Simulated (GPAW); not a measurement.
# Sn (Fd-3m) in GPAW: a series of runs, part 2 of 2

GPAW 26.7.0. The steps go on from the part before.

**6. Equation of state, PBEsol+D3**

Input file run.py:

```python
from ase.calculators.mixing import SumCalculator
from ase.eos import EquationOfState
from ase.io import Trajectory, read
from ase.units import GPa
from dftd3.ase import DFTD3
from gpaw import GPAW, PW, setup_paths

setup_paths.insert(0, '.')

atoms = read('Sn.cif')

traj = Trajectory('eos.traj', 'w')
volumes, energies = [], []
for x in [0.94, 0.96, 0.98, 1.0, 1.02, 1.04, 1.06]:
    a = atoms.copy()
    a.set_cell(atoms.cell * x**(1 / 3), scale_atoms=True)
    calc = GPAW(mode=PW(600),
                xc='PBEsol',
                kpts={'size': (6, 6, 6), 'gamma': True},
                occupations={'name': 'fermi-dirac', 'width': 0.05},
                nbands=24,
                convergence={'density': 1e-05, 'energy': 1e-05},
                maxiter=150,
                txt=f'eos-{x:.2f}.txt')
    a.calc = SumCalculator([calc, DFTD3(method='pbesol', damping='d3zero')])
    energies.append(a.get_potential_energy())
    volumes.append(a.get_volume())
    p = -a.get_stress()[:3].mean() / GPa
    calc.write(f'eos-{x:.2f}.gpw')
    traj.write(a)
    print(f'{x:.2f} {volumes[-1]:10.4f} A^3 {energies[-1]:14.6f} eV {p:9.3f} GPa', flush=True)

v0, e0, B = EquationOfState(volumes, energies, eos='birchmurnaghan').fit()
print(f'V0 = {v0:.4f} A^3, E0 = {e0:.6f} eV, B0 = {B / GPa:.2f} GPa')
```

Input file Sn.cif:

```cif
data_Sn
_cell_length_a 4.57263724
_cell_length_b 4.57263724
_cell_length_c 4.57263724
_cell_angle_alpha 60.00000000
_cell_angle_beta 60.00000000
_cell_angle_gamma 60.00000000
_space_group_name_H-M_alt 'P1'
_space_group_name_Hall 'P 1'
_space_group_IT_number 1
loop_
_space_group_symop_operation_xyz
'x,y,z'
loop_
_atom_site_label
_atom_site_type_symbol
_atom_site_symmetry_multiplicity
_atom_site_Wyckoff_symbol
_atom_site_fract_x
_atom_site_fract_y
_atom_site_fract_z
_atom_site_occupancy
Sn1 Sn 1 a 0.7500000000 0.7500000000 0.7500000000 1
Sn2 Sn 1 a 0.5000000000 0.5000000000 0.5000000000 1
```

Potentials or basis: PAW data sets generated in the run's folder for this functional, pw.

Started as:

```console
gpaw-setup -f PBEsol Sn
OMP_NUM_THREADS=1 python run.py
```

Log:

```text
__  _  _
 | _ |_)|_||  |
 |__||  | ||/\| - 26.7.0

Input parameters:
  mode=PW(ecut=600.0),
  convergence={'density': 1e-05, 'energy': 1e-05},
  kpts=MonkhorstPack(size=(6, 6, 6), gamma=True),
  maxiter=150,
  nbands=24,
  occupations=Occupations(name='fermi-dirac', width=0.05),
  xc=XC(name='PBEsol')

Diagonalizing LCAO Hamiltonian
Converting LCAO to pw mode

             Sn
       Sn

Atoms  # Å, Bohr magnetons
|   | symbol |        x |        y |        z |    initial magnetic moments |
|---|--------|----------|----------|----------|-----------------------------|
| 0 |     Sn | 6.718938 | 3.879181 | 2.742995 | ( 0.0000,  0.0000,  0.0000) |
| 1 |     Sn | 4.479292 | 2.586120 | 1.828663 | ( 0.0000,  0.0000,  0.0000) |

Unit cell  # Å
| periodic |        x |        y |        z |  lengths |    angles |
|----------|----------|----------|----------|----------|-----------|
|      yes | 4.479292 | 0.000000 | 0.000000 | 4.479292 | 60.000000 |
|      yes | 2.239646 | 3.879181 | 0.000000 | 4.479292 | 60.000000 |
[... 146 lines left out ...]
|iter:   6| |   -8.775570 | -5.51 | -3.62 |
|iter:   7| |   -8.775571c| -6.76 | -4.32 |
|iter:   8| |   -8.775571c| -8.05c| -4.83 |
|iter:   9| |   -8.775571c| -8.31c| -5.21c|

Converged in 9 steps
Energy contributions relative to reference atoms: (reference = -335871.806691)

Energy contributions:
  Kinetic:          13.604836
  Coulomb:         -11.839117
  Zero:              0.009791
  External:          0.000000
  Xc:              -10.550006
  Entropy:          -0.002151
  Spinorbit:         0.000000
  ----------------------------
  Free energy:      -8.776646
  Extrapolated:     -8.775571

dipole moment: (6.469024, 3.734893, 2.640968)  # |e|*Ang

Fermi level: 5.596
Eigenvalues  # (at kpt = [0.000, 0.000, 0.000])
| band index |      eig [eV] | occ [0-2] |
|------------|---------------|-----------|
|          0 |       -16.218 |     2.000 |
|        ... |               |           |
|          4 |       -16.150 |     2.000 |
|          5 |       -15.771 |     2.000 |
|          6 |       -15.771 |     2.000 |
|          7 |       -15.771 |     2.000 |
|          8 |       -15.755 |     2.000 |
|          9 |       -15.755 |     2.000 |
[... 8 lines left out ...]
|         18 |        10.475 |     0.000 |
|         19 |        13.688 |     0.000 |
|        ... |               |           |
|         23 |        13.851 |     0.000 |

No gap
No difference between direct/indirect transitions

Stress tensor  # eV/Ang^3
|         x |         y |         z |
|-----------|-----------|-----------|
| -0.029843 |  0.000000 |  0.000000 |
|  0.000000 | -0.029843 |  0.000000 |
|  0.000000 |  0.000000 | -0.029843 |

# Writing to eos-0.94.gpw (mode='')
```

stdout:

```text
0.94    63.5496 A^3      -9.100888 eV     4.106 GPa
0.96    64.9018 A^3      -9.130255 eV     2.835 GPa
0.98    66.2539 A^3      -9.149414 eV     1.693 GPa
1.00    67.6060 A^3      -9.159491 eV     0.673 GPa
1.02    68.9581 A^3      -9.161392 eV    -0.238 GPa
1.04    70.3102 A^3      -9.155929 eV    -1.048 GPa
1.06    71.6624 A^3      -9.143942 eV    -1.766 GPa
V0 = 68.6110 A^3, E0 = -9.161624 eV, B0 = 45.25 GPa
```

eos-0.96.txt:

```text
SCF iterations
|iter     | |      energy | eigst |  dens |
|---------|-|-------------|-------|-------|
|iter:   1| |   -8.871043 | +0.05 |       |
|iter:   2| |   -8.869449 | -2.29 | -1.44 |
|iter:   3| |   -8.808936 | -2.56 | -1.46 |
|iter:   4| |   -8.809799 | -3.18 | -2.00 |
|iter:   5| |   -8.810577 | -4.18 | -2.66 |
[... 42 lines left out ...]
|         18 |        10.240 |     0.000 |
|         19 |        13.412 |     0.000 |
|        ... |               |           |
|         23 |        13.620 |     0.000 |

No gap
No difference between direct/indirect transitions

Stress tensor  # eV/Ang^3
|         x |         y |         z |
|-----------|-----------|-----------|
| -0.021850 |  0.000000 |  0.000000 |
|  0.000000 | -0.021850 |  0.000000 |
|  0.000000 |  0.000000 | -0.021850 |

# Writing to eos-0.96.gpw (mode='')
```

Wall time 1.7 min (1 thread of Arm Neoverse V2, shared host); peak memory 0.28 GiB.

Results:

```
Equilibrium volume                      : 34.31 Å³/atom
Bulk modulus                            : 45 GPa
Pressure derivative of the bulk modulus : 4.8
```

Energy against volume, from the lowest point:
```tsv
volume (Å³/atom)	energy (meV/atom)
31.775	30.24
32.451	15.56
33.127	5.99
33.803	0.96
34.479	0.00
35.155	2.68
35.831	8.58
```

**7. The runs side by side**

| task | level | potentials or basis | band path | band points | data set | V0 of scaled cells (Å³/atom) | B0 (GPa) |
| --- | --- | --- | --- | --- | --- | --- | --- |
| equation of state | revPBE+D3 | the program's PAW data sets (release 1.2.1) made for this functional, pw | - | - | - | - | - |
| band structure | LDA | JTH PAW 2.0, LDA, pw | GXWKGLUWLK,UX | 60 | Sn jth | - | - |
| equation of state | PBEsol+D3(BJ) | PAW data sets generated in the run's folder for this functional, pw | - | - | - | 33.72 | 46 |
| equation of state | C09-vdW | GPAW PAW data sets (gpaw-data 1.2.1), pw | - | - | - | 35.40 | 40 |
| equation of state | PBEsol+D3 | PAW data sets generated in the run's folder for this functional, pw | - | - | - | 34.31 | 45 |

Alike in all rows: no spin polarisation; cell as given; k mesh 6 × 6 × 6; cutoff (eV) 600; smearing fermi-dirac 0.05 eV.

Caveats: the minimum lies outside the volumes run (some runs); the program truncates these outside data sets (some runs); spin-orbit coupling is left out, which moves the levels of the heavy elements (some runs); the PAW data sets were made with another functional, which shifts forces and pressure a little (some runs).

Total energies depend on the potentials used, so only differences within one code and one set of settings carry meaning.
